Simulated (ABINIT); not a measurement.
SrO:

```
CELL_PARAMETERS angstrom
0.00000 2.56630 2.56630
2.56630 0.00000 2.56630
2.56630 2.56630 0.00000
ATOMIC_POSITIONS crystal
Sr 0.50000 0.50000 0.50000
O 0.00000 0.00000 0.00000
```

Base run:

* Program: ABINIT 10.8.3 (patched build)
* Functional: RPBE
* Potentials or basis: JTH PAW PBE v2.0
* Cutoff: 626 eV
* k mesh: 9 × 9 × 9
* Occupations: fermi-dirac, width 0.05 eV
* Spin: no spin polarisation

Its results: band gap on the k mesh 3.49 eV, indirect (least direct gap 3.57 eV); pressure 6.1 GPa.

The run is repeated on the same cell with these changes: functional from RPBE to LDA; potentials or basis from JTH PAW PBE v2.0 to JTH PAW LDA v2.0. What comes out?

Band gap on the k mesh 3.21 eV, indirect (least direct gap 3.29 eV); pressure -4.1 GPa.

Caveats: the PAW data sets were made with another functional, which shifts forces and pressure a little (some runs).

A k mesh can miss the band edges.
